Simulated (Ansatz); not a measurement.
I need a test of the smearing width of TaN, space group P6/mmm. Use Ansatz 0.2.0 through its Python package. Level of theory (first run): PBE, PAW, cutoff 517 eV, 5×5×8 k-points, Methfessel-Paxton smearing of 0.25 eV. The script varies width (eV): 0.25, 0.15, 0.1, 0.05, 0.025.

```cif
data_structure
_symmetry_space_group_name_H-M 'P 1'
_symmetry_Int_Tables_number 1
_cell_length_a 5.1910
_cell_length_b 5.1910
_cell_length_c 2.9080
_cell_angle_alpha 90.000
_cell_angle_beta 90.000
_cell_angle_gamma 120.000
_cell_volume 67.86
loop_
_atom_site_label
_atom_site_type_symbol
_atom_site_fract_x
_atom_site_fract_y
_atom_site_fract_z
_atom_site_occupancy
Ta1 Ta 0.00000 0.00000 0.00000 1
Ta2 Ta 0.33333 0.66667 0.50000 1
Ta3 Ta 0.66667 0.33333 0.50000 1
N1 N 0.50000 0.00000 0.00000 1
N2 N 0.50000 0.50000 0.00000 1
N3 N 0.00000 0.50000 0.00000 1
```

The script, `smear_tan.py`:
```python
# -*- coding: utf-8 -*-
from dataclasses import dataclass

import ansatz as az
import matplotlib.pyplot as plt


@dataclass(frozen=True)
class Options:
    kgrid: tuple[int, ...] = (5, 5, 8)


opts = Options()


def main():
    xtal = (
        az.Lattice.of([5.191, 0.0, 0.0], [-2.5955, 4.495538, 0.0], [0.0, 0.0, 2.908])
        .atom('Ta', [0.0, 0.0, 0.0])
        .atom('Ta', [1 / 3, 2 / 3, 0.5])
        .atom('Ta', [2 / 3, 1 / 3, 0.5])
        .atom('N', [0.5, 0.0, 0.0])
        .atom('N', [0.5, 0.5, 0.0])
        .atom('N', [0.0, 0.5, 0.0])
    )

    calculation = (
        xtal.calculation()
        .functional(az.Functional.PBE)
        .basis(38 * az.Ry)
        .kpoints(*opts.kgrid)
    )

    rows = []
    for value in [0.25, 0.15, 0.1, 0.05, 0.025]:
        report = calculation.occupations('methfessel_paxton', width=value).run().report
        rows.append((value, report['free_energy_ev'] / len(report['lattice']['sites']), report['n_iterations'], report['n_kpoints']))

    print('  width (eV)   F/atom (eV)    iterations      k-points')
    for row in rows:
        print(f'{str(row[0]):>12s}  {row[1]:12.5f}  {row[2]:12d}  {row[3]:12d}')

    for row in rows[:-1]:
        shift = 1000 * (row[1] - rows[-1][1])
        print(f'{row[0]}: {shift:+.2f} meV/atom' + ('  (within 5 meV)' if abs(shift) < 5 else ''))
    plt.figure(figsize=(4.5, 3))
    plt.plot([str(row[0]) for row in rows], [1000 * (row[1] - rows[-1][1]) for row in rows], 'o-')
    plt.xlabel('width (eV)')
    plt.ylabel('F - F(last) (meV/atom)')
    plt.tight_layout()
    plt.savefig('smear.png', dpi=100)


if __name__ == '__main__':
    main()
```

Running `python smear_tan.py` prints:
```text
  width (eV)   F/atom (eV)    iterations      k-points
        0.25   -5158.84137             7            25
        0.15   -5158.84133             7            25
         0.1   -5158.84125             7            25
        0.05   -5158.84128             6            25
       0.025   -5158.84131             7            25
0.25: -0.06 meV/atom  (within 5 meV)
0.15: -0.03 meV/atom  (within 5 meV)
0.1: +0.06 meV/atom  (within 5 meV)
0.05: +0.03 meV/atom  (within 5 meV)
```

What to keep in mind:
- The run is spin-unpolarised.
- The mesh is modest for a metal, so energies can be off by several to tens of meV an atom and pressures by half a GPa or more; differences at equal mesh fare better.
- The narrowest width needs the finest mesh, so the last row is no converged reference.
- Spin-orbit coupling, which matters for elements this heavy, is left out.
- The starting cell is as deposited in a crystallographic database; the results hold for this polymorph, which needn't be the stable one.
- Timing: 13 s on 1 thread of Intel(R) Xeon(R) Processor @ 2.30GHz, on a shared host, peak memory 0.58 GiB.
